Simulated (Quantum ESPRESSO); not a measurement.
# KTaO3 (Pm-3m) in Quantum ESPRESSO: further runs, part 2 of 2

Quantum ESPRESSO 7.5. Earlier steps stand in the parts before.

## (4) Band structure, PBEsol

Input file pw.in:

```
&CONTROL
  calculation = 'scf'
  prefix = 'pwscf'
  outdir = './tmp'
  pseudo_dir = './pseudo'
  tprnfor = .true.
  tstress = .true.
  disk_io = 'low'
/
&SYSTEM
  ibrav = 0
  nat = 5
  ntyp = 3
  ecutwfc = 56
  ecutrho = 448
  nbnd = 28
  occupations = 'smearing'
  smearing = 'fd'
  degauss = 0.00367493
/
&ELECTRONS
  conv_thr = 1d-09
  electron_maxstep = 120
  mixing_beta = 0.5
/
ATOMIC_SPECIES
Ta   180.9479 ta_pbesol_v1.uspp.F.UPF
K     39.0983 k_pbesol_v1.4.uspp.F.UPF
O     15.9990 o_pbesol_v1.2.uspp.F.UPF
CELL_PARAMETERS angstrom
   3.9883000000    0.0000000000    0.0000000000
   0.0000000000    3.9883000000    0.0000000000
   0.0000000000    0.0000000000    3.9883000000
ATOMIC_POSITIONS crystal
Ta     0.0000000000    0.0000000000    0.0000000000
K      0.5000000000    0.5000000000    0.5000000000
O      0.0000000000    0.0000000000    0.5000000000
O      0.0000000000    0.5000000000    0.0000000000
O      0.5000000000    0.0000000000    0.0000000000
K_POINTS automatic
7 7 7 0 0 0
```

Input file bands.in:

```
&CONTROL
  calculation = 'bands'
  prefix = 'pwscf'
  outdir = './tmp'
  pseudo_dir = './pseudo'
  disk_io = 'low'
  verbosity = 'high'
/
&SYSTEM
  ibrav = 0
  nat = 5
  ntyp = 3
  ecutwfc = 56
  ecutrho = 448
  nbnd = 28
  occupations = 'smearing'
  smearing = 'fd'
  degauss = 0.00367493
/
&ELECTRONS
  conv_thr = 1d-08
  electron_maxstep = 120
  mixing_beta = 0.5
  diago_full_acc = .true.
  startingwfc = 'random'
/
ATOMIC_SPECIES
Ta   180.9479 ta_pbesol_v1.uspp.F.UPF
K     39.0983 k_pbesol_v1.4.uspp.F.UPF
O     15.9990 o_pbesol_v1.2.uspp.F.UPF
CELL_PARAMETERS angstrom
   3.9883000000    0.0000000000    0.0000000000
   0.0000000000    3.9883000000    0.0000000000
   0.0000000000    0.0000000000    3.9883000000
ATOMIC_POSITIONS crystal
Ta     0.0000000000    0.0000000000    0.0000000000
K      0.5000000000    0.5000000000    0.5000000000
O      0.0000000000    0.0000000000    0.5000000000
O      0.0000000000    0.5000000000    0.0000000000
O      0.5000000000    0.0000000000    0.0000000000
K_POINTS crystal
60
 0.0000000000  0.0000000000  0.0000000000 1
 0.0000000000  0.0714285714  0.0000000000 1
 0.0000000000  0.1428571429  0.0000000000 1
 0.0000000000  0.2142857143  0.0000000000 1
 0.0000000000  0.2857142857  0.0000000000 1
 0.0000000000  0.3571428571  0.0000000000 1
 0.0000000000  0.4285714286  0.0000000000 1
 0.0000000000  0.5000000000  0.0000000000 1
 0.0714285714  0.5000000000  0.0000000000 1
 0.1428571429  0.5000000000  0.0000000000 1
 0.2142857143  0.5000000000  0.0000000000 1
 0.2857142857  0.5000000000  0.0000000000 1
 0.3571428571  0.5000000000  0.0000000000 1
 0.4285714286  0.5000000000  0.0000000000 1
 0.5000000000  0.5000000000  0.0000000000 1
 0.4545454545  0.4545454545  0.0000000000 1
 0.4090909091  0.4090909091  0.0000000000 1
 0.3636363636  0.3636363636  0.0000000000 1
 0.3181818182  0.3181818182  0.0000000000 1
 0.2727272727  0.2727272727  0.0000000000 1
 0.2272727273  0.2272727273  0.0000000000 1
 0.1818181818  0.1818181818  0.0000000000 1
 0.1363636364  0.1363636364  0.0000000000 1
 0.0909090909  0.0909090909  0.0000000000 1
 0.0454545455  0.0454545455  0.0000000000 1
 0.0000000000  0.0000000000  0.0000000000 1
 0.0357142857  0.0357142857  0.0357142857 1
 0.0714285714  0.0714285714  0.0714285714 1
 0.1071428571  0.1071428571  0.1071428571 1
 0.1428571429  0.1428571429  0.1428571429 1
 0.1785714286  0.1785714286  0.1785714286 1
 0.2142857143  0.2142857143  0.2142857143 1
 0.2500000000  0.2500000000  0.2500000000 1
 0.2857142857  0.2857142857  0.2857142857 1
 0.3214285714  0.3214285714  0.3214285714 1
 0.3571428571  0.3571428571  0.3571428571 1
 0.3928571429  0.3928571429  0.3928571429 1
 0.4285714286  0.4285714286  0.4285714286 1
 0.4642857143  0.4642857143  0.4642857143 1
 0.5000000000  0.5000000000  0.5000000000 1
 0.4545454545  0.5000000000  0.4545454545 1
 0.4090909091  0.5000000000  0.4090909091 1
 0.3636363636  0.5000000000  0.3636363636 1
 0.3181818182  0.5000000000  0.3181818182 1
 0.2727272727  0.5000000000  0.2727272727 1
 0.2272727273  0.5000000000  0.2272727273 1
 0.1818181818  0.5000000000  0.1818181818 1
 0.1363636364  0.5000000000  0.1363636364 1
 0.0909090909  0.5000000000  0.0909090909 1
 0.0454545455  0.5000000000  0.0454545455 1
 0.0000000000  0.5000000000  0.0000000000 1
 0.5000000000  0.5000000000  0.0000000000 1
 0.5000000000  0.5000000000  0.0625000000 1
 0.5000000000  0.5000000000  0.1250000000 1
 0.5000000000  0.5000000000  0.1875000000 1
 0.5000000000  0.5000000000  0.2500000000 1
 0.5000000000  0.5000000000  0.3125000000 1
 0.5000000000  0.5000000000  0.3750000000 1
 0.5000000000  0.5000000000  0.4375000000 1
 0.5000000000  0.5000000000  0.5000000000 1
```

Potentials or basis: GBRV 1.5 PBEsol.

On the command line:

```console
$ OMP_NUM_THREADS=1 mpirun -n 2 pw.x -nk 2 -in pw.in > pw.out
$ OMP_NUM_THREADS=1 mpirun -n 2 pw.x -nk 2 -in bands.in > bands.out
```

pw.out:

```text
This program is part of the open-source Quantum ESPRESSO suite
     for quantum simulation of materials; please cite
[... 13 lines left out ...]
     --------------------
     sticks:   dense  smooth     PW     G-vecs:    dense   smooth      PW
     Sum        2025    1005    293                68507    24207    3887

     Using Slab Decomposition

     bravais-lattice index     =            0
     lattice parameter (alat)  =       7.5368  a.u.
     unit-cell volume          =     428.1146 (a.u.)^3
     number of atoms/cell      =            5
     number of atomic types    =            3
     number of electrons       =        40.00
     number of Kohn-Sham states=           28
     kinetic-energy cutoff     =      56.0000  Ry
     charge density cutoff     =     448.0000  Ry
     scf convergence threshold =      1.0E-09
     mixing beta               =       0.5000
     number of iterations used =            8  plain     mixing
     Exchange-correlation= SLA  PW   PSX  PSC
                           (   1   4  10   8   0   0   0)

     celldm(1)=   7.536795  celldm(2)=   0.000000  celldm(3)=   0.000000
     celldm(4)=   0.000000  celldm(5)=   0.000000  celldm(6)=   0.000000

     crystal axes: (cart. coord. in units of alat)
               a(1) = (   1.000000   0.000000   0.000000 )
               a(2) = (   0.000000   1.000000   0.000000 )
               a(3) = (   0.000000   0.000000   1.000000 )

     reciprocal axes: (cart. coord. in units 2 pi/alat)
               b(1) = (  1.000000  0.000000  0.000000 )
               b(2) = (  0.000000  1.000000  0.000000 )
               b(3) = (  0.000000  0.000000  1.000000 )

     PseudoPot. # 1 for Ta read from file:
     ta_pbesol_v1.uspp.F.UPF
     Pseudo is Ultrasoft + core correction, Zval = 13.0
     Generated by new atomic code, or converted to UPF format
     Using radial grid of  921 points,  7 beta functions with:
                l(1) =   0
                l(2) =   0
                l(3) =   1
                l(4) =   1
                l(5) =   2
                l(6) =   2
                l(7) =   3
     Q(r) pseudized with  6 coefficients,  rinner =    1.300   1.300   1.300
                                                       1.300   1.300   1.300
                                                       1.300

     PseudoPot. # 2 for K  read from file:
     k_pbesol_v1.4.uspp.F.UPF
     Pseudo is Ultrasoft + core correction, Zval =  9.0
     Generated by new atomic code, or converted to UPF format
     Using radial grid of  841 points,  6 beta functions with:
                l(1) =   0
[... 33 lines left out ...]
         3        O      tau(   3) = (   0.0000000   0.0000000   0.5000000  )
         4        O      tau(   4) = (   0.0000000   0.5000000   0.0000000  )
         5        O      tau(   5) = (   0.5000000   0.0000000   0.0000000  )

     number of k points=    20  Fermi-Dirac smearing, width (Ry)=  0.0037
                       cart. coord. in units 2pi/alat
        k(    1) = (   0.0000000   0.0000000   0.0000000), wk =   0.0058309
        k(    2) = (   0.0000000   0.0000000   0.1428571), wk =   0.0349854
        k(    3) = (   0.0000000   0.0000000   0.2857143), wk =   0.0349854
        k(    4) = (   0.0000000   0.0000000   0.4285714), wk =   0.0349854
        k(    5) = (   0.0000000   0.1428571   0.1428571), wk =   0.0699708
        k(    6) = (   0.0000000   0.1428571   0.2857143), wk =   0.1399417
[... 12 lines left out ...]
        k(   19) = (   0.2857143   0.4285714   0.4285714), wk =   0.1399417
        k(   20) = (   0.4285714   0.4285714   0.4285714), wk =   0.0466472

     Dense  grid:    68507 G-vectors     FFT dimensions: (  54,  54,  54)

     Smooth grid:    24207 G-vectors     FFT dimensions: (  36,  36,  36)

     Initial potential from superposition of free atoms

     starting charge      39.4953, renormalised to      40.0000

     negative rho (up, down):  9.341E-02 0.000E+00
     Starting wfcs are   33 randomized atomic wfcs

     Self-consistent Calculation

     iteration #  1     ecut=    56.00 Ry     beta= 0.50
     Davidson diagonalization with overlap
     ethr =  1.00E-02,  avg # of iterations =  6.7

     negative rho (up, down):  9.517E-02 0.000E+00
[... 94 lines left out ...]
     iteration # 12     ecut=    56.00 Ry     beta= 0.50
     Davidson diagonalization with overlap
     ethr =  2.92E-11,  avg # of iterations =  2.0

     negative rho (up, down):  9.818E-02 0.000E+00

     End of self-consistent calculation

          k = 0.0000 0.0000 0.0000 (  2969 PWs)   bands (ev):

   -58.7964 -25.3199 -25.3199 -25.3199 -18.4361  -8.7588  -8.0385  -8.0385
    -2.0611  -2.0611  -2.0611   6.2389   6.2389   6.2389   7.6005   7.6005
     7.6005   8.0474   8.0474   8.0474  10.8091  10.8091  10.8091  15.1493
    15.4904  15.4904  16.6132  16.6132
[... 129 lines left out ...]
   -58.7959 -25.3949 -25.3947 -25.3947 -18.3779  -7.2087  -7.1469  -7.1469
    -2.3081  -2.3081  -2.2631   3.2867   3.4283   3.4283   4.7194   4.8076
     4.8076   8.5644   8.5644   8.6184  14.8906  14.9552  14.9552  17.7152
    17.7152  17.7628  19.5437  21.1353

     the Fermi energy is     9.7801 ev

!    total energy              =    -295.92585552 Ry
     estimated scf accuracy    <          4.8E-10 Ry
     smearing contrib. (-TS)   =      -0.00000000 Ry
     internal energy E=F+TS    =    -295.92585552 Ry

     The total energy is F=E-TS. E is the sum of the following terms:
     one-electron contribution =     -72.52694113 Ry
     hartree contribution      =      56.67495515 Ry
     xc contribution           =     -72.70939671 Ry
     ewald contribution        =    -207.36447283 Ry

     convergence has been achieved in  12 iterations

     negative rho (up, down):  9.818E-02 0.000E+00

     Forces acting on atoms (cartesian axes, Ry/au):

     atom    1 type  1   force =     0.00000000    0.00000000    0.00000000
     atom    2 type  2   force =     0.00000000    0.00000000    0.00000000
     atom    3 type  3   force =     0.00000000    0.00000000    0.00000000
     atom    4 type  3   force =     0.00000000    0.00000000    0.00000000
     atom    5 type  3   force =     0.00000000    0.00000000    0.00000000

     Total force =     0.000000     Total SCF correction =     0.000000

     Computing stress (Cartesian axis) and pressure

     negative rho (up, down):  9.818E-02 0.000E+00
          total   stress  (Ry/bohr**3)                   (kbar)     P=       -1.08
  -0.00000736   0.00000000   0.00000000           -1.08        0.00        0.00
   0.00000000  -0.00000736   0.00000000            0.00       -1.08        0.00
   0.00000000   0.00000000  -0.00000736            0.00        0.00       -1.08

=------------------------------------------------------------------------------=
   JOB DONE.
=------------------------------------------------------------------------------=
```

Wall time 2 min (2 MPI ranks of Intel Xeon Platinum 8259CL at 2.50GHz (Skylake/Cascade Lake), shared host); peak memory 0.6 GiB.

What came out:

```
Free energy             : -4026.2764 eV
Pressure                : -0.1 GPa
Band gap on the k mesh  : 2.19 eV, indirect (least direct gap 2.76 eV)
Band gap along the path : 2.13 eV, indirect (least direct gap 2.76 eV)
```

Levels at the corners of the path, in eV from the valence-band top:
```
point  band 18  band 19  band 20  band 21  band 22  band 23
    Γ    -0.63    -0.63    -0.63     2.13     2.13     2.13
    X    -1.55    -0.86    -0.86     2.29     5.02     5.02
    M    -1.45    -1.45    -0.04     5.06     5.06     6.35
    Γ    -0.63    -0.63    -0.63     2.13     2.13     2.13
    R     0.00     0.00     0.00     6.49     6.49     6.49
    X    -1.55    -0.86    -0.86     2.29     5.02     5.02
    M    -1.45    -1.45    -0.04     5.06     5.06     6.35
    R     0.00     0.00     0.00     6.49     6.49     6.49
```

Caveat: some levels on the path didn't converge; spin-orbit coupling is left out, which moves the levels of the heavy elements. As with any semilocal functional, this PBEsol gap is likely too small.

## (5) Band structure, r2SCAN

pw.in, as its differences from that of step 4:

```diff
@@ -13,5 +13,5 @@
   ntyp = 3
-  ecutwfc = 56
-  ecutrho = 448
-  nbnd = 28
+  ecutwfc = 88
+  nbnd = 37
+  input_dft = 'r2scan'
   occupations = 'smearing'
@@ -19,5 +19,6 @@
   degauss = 0.00367493
+  nosym = .true.
 /
 &ELECTRONS
-  conv_thr = 1d-09
+  conv_thr = 1d-08
   electron_maxstep = 120
@@ -26,5 +27,5 @@
 ATOMIC_SPECIES
-Ta   180.9479 ta_pbesol_v1.uspp.F.UPF
-K     39.0983 k_pbesol_v1.4.uspp.F.UPF
-O     15.9990 o_pbesol_v1.2.uspp.F.UPF
+Ta   180.9479 Ta_ONCV_PBE-1.2.upf
+K     39.0983 K_ONCV_PBE-1.2.upf
+O     15.9990 O_ONCV_PBE-1.2.upf
 CELL_PARAMETERS angstrom
@@ -40,2 +41,2 @@
 K_POINTS automatic
-7 7 7 0 0 0
+5 5 5 0 0 0
```

bands.in, as its differences from that of step 4:

```diff
@@ -12,5 +12,5 @@
   ntyp = 3
-  ecutwfc = 56
-  ecutrho = 448
-  nbnd = 28
+  ecutwfc = 88
+  nbnd = 37
+  input_dft = 'r2scan'
   occupations = 'smearing'
@@ -18,2 +18,3 @@
   degauss = 0.00367493
+  nosym = .true.
 /
@@ -27,5 +28,5 @@
 ATOMIC_SPECIES
-Ta   180.9479 ta_pbesol_v1.uspp.F.UPF
-K     39.0983 k_pbesol_v1.4.uspp.F.UPF
-O     15.9990 o_pbesol_v1.2.uspp.F.UPF
+Ta   180.9479 Ta_ONCV_PBE-1.2.upf
+K     39.0983 K_ONCV_PBE-1.2.upf
+O     15.9990 O_ONCV_PBE-1.2.upf
 CELL_PARAMETERS angstrom
```

Potentials or basis: SG15 PBE 1.2.

On the command line:

```console
$ OMP_NUM_THREADS=1 mpirun -n 2 pw.x -nk 2 -in pw.in > pw.out
$ OMP_NUM_THREADS=1 mpirun -n 2 pw.x -nk 2 -in bands.in > bands.out
```

Run time: 15 min. Hardware: 2 MPI ranks of Intel Xeon Platinum 8259CL at 2.50GHz (Skylake/Cascade Lake), shared host; peak memory 0.44 GiB.

It converged, with:

| Item | Value |
| --- | --- |
| Free energy | -8826.5801 eV |
| Pressure | -3.4 GPa |
| Band gap on the k mesh | 2.40 eV, indirect (least direct gap 2.88 eV) |
| Band gap along the path | 2.28 eV, indirect (least direct gap 2.88 eV) |

Levels at the corners of the path, in eV from the valence-band top:
| point | band 23 | band 24 | band 25 | band 26 | band 27 | band 28 | band 29 | band 30 | band 31 | band 32 |
| --- | --- | --- | --- | --- | --- | --- | --- | --- | --- | --- |
| Γ | -1.06 | -1.06 | -0.60 | -0.60 | -0.60 | 2.28 | 2.28 | 2.28 | 6.74 | 6.74 |
| X | -2.37 | -2.13 | -1.51 | -0.84 | -0.84 | 2.42 | 5.09 | 5.09 | 6.77 | 8.92 |
| M | -2.86 | -1.69 | -1.44 | -1.44 | -0.04 | 5.12 | 5.12 | 6.37 | 7.83 | 10.90 |
| Γ | -1.06 | -1.06 | -0.60 | -0.60 | -0.60 | 2.28 | 2.28 | 2.28 | 6.74 | 6.74 |
| R | -3.98 | -3.98 | 0.00 | 0.00 | 0.00 | 6.49 | 6.49 | 6.49 | 9.77 | 9.77 |
| X | -2.37 | -2.13 | -1.51 | -0.84 | -0.84 | 2.42 | 5.09 | 5.09 | 6.77 | 8.92 |
| M | -2.86 | -1.69 | -1.44 | -1.44 | -0.04 | 5.12 | 5.12 | 6.37 | 7.83 | 10.90 |
| R | -3.98 | -3.98 | 0.00 | 0.00 | 0.00 | 6.49 | 6.49 | 6.49 | 9.77 | 9.77 |

Caveat: the potentials were made for another functional, which shifts forces and pressure; spin-orbit coupling is left out, which moves the levels of the heavy elements; the mesh misses the band edges, which the band path finds closer together. r2SCAN opens gaps a little over a GGA but as a rule still falls short of measured ones.

## (6) Summary

```csv
level,potentials or basis,k mesh,cutoff (eV),SCF threshold,form of the LDA correlation,symmetry,gap on the mesh (eV),pressure (GPa)
PBE,SSSP 1.3 efficiency PBE,7 × 7 × 7,816,1e-09 Ry,-,-,2.27,5.2
LDA,GBRV 1.5 LDA,7 × 7 × 7,762,1e-09 Ry,PZ81,-,2.13,-5.1
PBEsol,GBRV 1.5 PBEsol,7 × 7 × 7,762,1e-09 Ry,-,-,2.19,-0.1
r2SCAN,SG15 PBE 1.2,5 × 5 × 5,1197,1e-08 Ry,-,off,2.40,-3.4
```

Alike in all rows: task band structure; no spin polarisation; cell as given; smearing fermi-dirac 0.05 eV.

Caveats: spin-orbit coupling is left out, which moves the levels of the heavy elements; some levels on the path didn't converge (some runs); the potentials were made for another functional, which shifts forces and pressure (some runs); the mesh misses the band edges, which the band path finds closer together (some runs).

Absolute energies hang on the potentials; compare differences alone.
